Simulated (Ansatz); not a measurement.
# BN: the cost of one run

Method: DFT PBE, scalar-relativistic, plane waves, PAW, in Ansatz 0.2.0.

## (1) The starting structure

Symmetry: P1, No. 1, triclinic system. Conventional cell: a = 2.508 Å, b = 2.508 Å, c = 3.274 Å, α = 101.11°, β = 101.11°, γ = 119.81°. B (site symmetry 1) is surrounded by 3 N at 1.40 to 1.52 Å. N (site symmetry 1) has 3 B at 1.40 to 1.52 Å in its first shell of neighbours.

Coordinates:

```cif
data_structure
_symmetry_space_group_name_H-M 'P1'
_symmetry_Int_Tables_number 1
_cell_length_a 2.5080
_cell_length_b 2.5080
_cell_length_c 3.2738
_cell_angle_alpha 101.107
_cell_angle_beta 101.107
_cell_angle_gamma 119.807
_cell_volume 16.50
loop_
_atom_site_label
_atom_site_type_symbol
_atom_site_symmetry_multiplicity
_atom_site_Wyckoff_symbol
_atom_site_fract_x
_atom_site_fract_y
_atom_site_fract_z
_atom_site_occupancy
B1 B 1 a 0.97964 0.98350 0.00181 1
N1 N 1 a 0.66851 0.33239 0.98500 1
```

The runs take a perfect supercell of 48 atoms; the defect goes to fractional position (0.162, 0.330, 0.003).

## (2) The perfect supercell

Contents of input.yaml:

```yaml
crystal:
  lattice:
    - [-3.754752, 2.176231, 6.04508]
    - [3.754752, -2.176231, 6.04508]
    - [3.78399, 6.528693, 0.0]
  atoms:
    - { symbol: B, position: [0.001415, 0.999488, 0.326889] }
    - { symbol: B, position: [0.501416, 0.999488, 0.326889] }
    - { symbol: B, position: [0.001415, 0.499488, 0.326889] }
    - { symbol: B, position: [0.001416, 0.999488, 0.660223] }
    - { symbol: B, position: [0.251416, 0.249487, 0.493556] }
    - { symbol: B, position: [0.501416, 0.499488, 0.326889] }
    - { symbol: B, position: [0.501416, 0.999488, 0.660223] }
    - { symbol: B, position: [0.751416, 0.249488, 0.493556] }
    - { symbol: B, position: [0.001415, 0.499488, 0.660223] }
    - { symbol: B, position: [0.251416, 0.749488, 0.493556] }
    - { symbol: B, position: [0.001415, 0.999488, 0.993556] }
    - { symbol: B, position: [0.251415, 0.249488, 0.826889] }
    - { symbol: B, position: [0.501416, 0.499488, 0.660223] }
    - { symbol: B, position: [0.751416, 0.749488, 0.493556] }
    - { symbol: B, position: [0.501416, 0.999488, 0.993556] }
    - { symbol: B, position: [0.751416, 0.249488, 0.826889] }
    - { symbol: B, position: [0.001415, 0.499488, 0.993556] }
    - { symbol: B, position: [0.251416, 0.749488, 0.826889] }
    - { symbol: B, position: [0.251415, 0.249488, 0.160223] }
    - { symbol: B, position: [0.501416, 0.499488, 0.993556] }
    - { symbol: B, position: [0.751416, 0.749488, 0.826889] }
    - { symbol: B, position: [0.751416, 0.249488, 0.160223] }
    - { symbol: B, position: [0.251416, 0.749488, 0.160223] }
    - { symbol: B, position: [0.751416, 0.749488, 0.160223] }
    - { symbol: "N", position: [0.162219, 0.33028, 0.002649] }
    - { symbol: "N", position: [0.66222, 0.33028, 0.002649] }
    - { symbol: "N", position: [0.162219, 0.83028, 0.002649] }
    - { symbol: "N", position: [0.162219, 0.33028, 0.335982] }
    - { symbol: "N", position: [0.412219, 0.58028, 0.169315] }
    - { symbol: "N", position: [0.66222, 0.83028, 0.002649] }
    - { symbol: "N", position: [0.66222, 0.33028, 0.335982] }
    - { symbol: "N", position: [0.91222, 0.58028, 0.169315] }
    - { symbol: "N", position: [0.16222, 0.83028, 0.335982] }
    - { symbol: "N", position: [0.41222, 0.08028, 0.169315] }
    - { symbol: "N", position: [0.16222, 0.33028, 0.669315] }
    - { symbol: "N", position: [0.41222, 0.58028, 0.502649] }
    - { symbol: "N", position: [0.66222, 0.83028, 0.335982] }
    - { symbol: "N", position: [0.91222, 0.08028, 0.169315] }
    - { symbol: "N", position: [0.66222, 0.33028, 0.669315] }
    - { symbol: "N", position: [0.91222, 0.58028, 0.502649] }
    - { symbol: "N", position: [0.16222, 0.83028, 0.669315] }
    - { symbol: "N", position: [0.41222, 0.08028, 0.502649] }
    - { symbol: "N", position: [0.41222, 0.58028, 0.835982] }
    - { symbol: "N", position: [0.66222, 0.83028, 0.669315] }
    - { symbol: "N", position: [0.91222, 0.08028, 0.502649] }
    - { symbol: "N", position: [0.91222, 0.58028, 0.835982] }
    - { symbol: "N", position: [0.41222, 0.08028, 0.835982] }
    - { symbol: "N", position: [0.91222, 0.08028, 0.835982] }
basis:
  ecutwfc: 420
  fft_grid_basis: typed
kpoints:
  mp_grid: { grid: [2, 2, 2] }
hamiltonian:
  xc: pbe
  pseudopotentials: { kind: paw }
scf:
  occupations: { method: gaussian, width: 0.05 }
output:
  forces: true
  stress: false
  eigenvalues: true
  bader: false
  write_density: true
  volumetric_format: npy
```

Command:

```bash
ansatz run input.yaml --threads 4 --pin off --max-ram 10240MiB --backend cpu --events-out ev --progress --plain --runs-dir out
```

What time and memory should one allow on 4 threads of Arm Neoverse V1, shared host?

About 5.7 s, with a peak of 1.5 GiB.
